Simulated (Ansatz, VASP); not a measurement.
One calculation of Cd3Se, two programs

```
Cd Se
1.0
    -2.06781    2.06781    6.16718
     2.06781   -2.06781    6.16718
     2.06781    2.06781   -6.16718
Cd Se
3 1
Direct
  0.50000 0.50000 0.00000
  0.25000 0.75000 0.50000
  0.75000 0.25000 0.50000
  0.00000 0.00000 0.00000
```

Change from the starting cell: volume scaled by 1.04.

Alike in both runs: task single point; functional PBE; k mesh 9 × 9 × 9; occupations fermi-dirac, width 0.05 eV; no spin polarisation.

|  | VASP | Ansatz |
| --- | --- | --- |
| version | VASP 6.6.1 | Ansatz 0.2.0 |
| potentials or method | VASP PAW PBE potentials, release 64 (Cd, Se) | Ansatz PAW |
| plane-wave cutoff (eV) | 520 | 420 |
| valence electrons in the cell | 42 | 76 |

|  | VASP | Ansatz | Ansatz less VASP |
| --- | --- | --- | --- |
| gap on the k mesh at the Fermi level (eV) | none | none | - |
| pressure (GPa) | -1.6 | -1.8 | -0.19 |
| largest component of the traceless stress (GPa) | 1.39 | 1.51 | +0.115 |

A gap of «none» marks a metal or a gap that the smearing closes. With one functional, cell and mesh, what is left measures potentials, basis and numerics. The two sets of potentials don't hold the same shells in valence.
